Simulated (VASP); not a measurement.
Wanted: the native input for a VASP 6.6.1 run.

* Task: relaxation of cell and atoms
* Functional: PBE
* Dispersion: D3(BJ)
* Potentials or basis: VASP PAW PBE potentials, release 64 (Te, Mo_sv)
* Cutoff: 600 eV
* k mesh: 12 × 12 × 1
* Occupations: gaussian, width 0.03 eV
* Spin: no spin polarisation
* Further INCAR settings: ALGO = Normal; EDIFF = 1e-07; IBRION = 2; EDIFFG = -0.005; NSW = 90; ISIF = 3

The structure of Te2Mo lies in POSCAR:

```
Te2Mo                                   
1.0
    3.4977899111     -0.0000000000      0.0000000000
   -1.7488949555      3.0291749244      0.0000000000
    0.0000000000      0.0000000000     35.5787888000
  Te              Mo            
     6     3
Direct
     0.3333333300000021    0.6666666699999979    0.2564310717282811
     0.3333333300000021    0.6666666699999979    0.3586828219585005
     0.6666666699999979    0.3333333300000021    0.4489076422626939
     0.6666666699999979    0.3333333300000021    0.5510923577373058
     0.3333333300000021    0.6666666699999979    0.6413171780414996
     0.3333333300000021    0.6666666699999979    0.7435689282717189
     0.6666666699999979    0.3333333300000021    0.3075384261460953
     0.3333333300000021    0.6666666699999979    0.5000000000000000
     0.6666666699999979    0.3333333300000021    0.6924615738539045
```

One way to write it, as run:

INCAR

```
SYSTEM = Te2Mo
PREC = Accurate
ENCUT = 600
EDIFF = 1E-7
ISMEAR = 0
SIGMA = 0.03
LREAL = .False.
LASPH = .True.
NELM = 80
ALGO = Normal
ISIF = 3
LWAVE = .False.
LCHARG = .False.
GGA = PE
IVDW = 12
IBRION = 2
NSW = 90
EDIFFG = -0.005
LATTICE_CONSTRAINTS = .TRUE. .TRUE. .FALSE.
KPAR = 4
```

KPOINTS

```
Automatic mesh
0
Gamma
  12 12 1
  0 0 0
```

Potentials or basis: VASP PAW PBE potentials, release 64 (Te, Mo_sv).

Launch:

```sh
$ cat potpaw_PBE.64/Te/POTCAR potpaw_PBE.64/Mo_sv/POTCAR > POTCAR
$ mpirun -np 4 vasp_std > vasp.out
```

It gave:

The relaxed volume is 41.88 Å³/atom, the relaxed cell is a = 3.498 Å, b = 3.498 Å, c = 35.579 Å, α = 90.00°, β = 90.00°, γ = 120.00° and the space group after relaxing (to 0.05 Å) is P-6m2 (No. 187). The energy gained by relaxing is 0.0 meV/atom, the ionic steps are 3 and the band gap on the k mesh is 0.77 eV, indirect (least direct gap 1.12 eV). The dispersion energy per atom is -0.501 eV.

Caveat: spin-orbit coupling is left out, which moves the levels of the heavy elements.

Run time: 4.7 min on 4 MPI ranks on Intel(R) Xeon(R) 6975P-C (Granite Rapids), with other jobs on the host, peak memory 0.74 GiB a rank.
